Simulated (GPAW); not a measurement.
Runs of GPAW 26.7.0 on Fe3Ge. The structure is cubic, space group Pm-3m (No. 221). Conventional cell: a = 3.661 Å, b = 3.661 Å, c = 3.661 Å, α = 90.00°, β = 90.00°, γ = 90.00°. Around Ge (site symmetry m-3m) lie 12 Fe at 2.59 Å. Fe (site symmetry 4/mmm) has 4 Ge at 2.59 Å and 8 Fe at 2.59 Å as nearest neighbours. The cell comes from a database or a generator and needn't be the stable form of this composition.

| task | level | potentials or basis | cell | optimizer | fmax | max steps | convergence | band path | gap on the mesh (eV) | pressure (GPa) | moment (μB) | relaxed volume (Å³/atom) |
| --- | --- | --- | --- | --- | --- | --- | --- | --- | --- | --- | --- | --- |
| relaxation of cell and atoms | PBEsol+D3(BJ)+ATM | PAW data sets generated in the run's folder for this functional, pw | relaxed | BFGS | 0.02 eV/Å | 60 | density=1e-05 forces=0.0001 | - | none | -0.1 | 6.19 | 11.41 |
| band structure | PBEsol | PAW data sets generated in the run's folder for this functional, pw | as given | - | - | - | - | GXMGRX,MR | - | -9.9 | 6.40 | - |
| relaxation of cell and atoms | PBEsol | PAW data sets generated in the run's folder for this functional, pw | relaxed | BFGS | 0.02 eV/Å | 60 | density=1e-05 forces=0.0001 | - | none | -0.1 | 6.24 | 11.63 |
| band structure | LDA | the program's PAW data sets (release 1.2.1) made for this functional, pw | as given | - | - | - | - | GXMGRX,MR | - | -18.0 | (b) | - |
| single point | PBEsol | PAW data sets generated in the run's folder for this functional, pw | as given | - | - | - | - | - | none | -9.9 | 6.40 | - |
| relaxation of cell and atoms | PBEsol+D4 | PAW data sets generated in the run's folder for this functional, pw | relaxed | BFGS | 0.02 eV/Å | 60 | density=1e-05 forces=0.0001 | - | none | -0.1 | (c) | (a) |
| relaxation of cell and atoms | PBEsol+D3(BJ) | PAW data sets generated in the run's folder for this functional, pw | relaxed | BFGS | 0.02 eV/Å | 60 | density=1e-05 forces=0.0001 | - | none | -0.1 | 6.17 | 11.35 |
| relaxation of cell and atoms | PBEsol+D3 | PAW data sets generated in the run's folder for this functional, pw | relaxed | BFGS | 0.02 eV/Å | 60 | density=1e-05 forces=0.0001 | - | none | -0.1 | 6.17 | 11.35 |

Alike in all rows: spin collinear, ferromagnetic start; k mesh 7 × 7 × 7; cutoff (eV) 600; smearing fermi-dirac 0.05 eV.

Fill in the values left out.

(a) 11.47; (b) 6.27; (c) 6.20.

Caveats: each step starts from the last one's moments, so a moment once lost doesn't come back (some runs); later steps reuse the first step's grids (some runs); pairwise dispersion overbinds metals, which lowers pressure and volume (some runs).

A k mesh can miss the band edges, and the runs leave out spin-orbit coupling on Ge.

A gap of «none» marks a metal or a gap under the smearing width.

Not every run made on this cell is shown here.
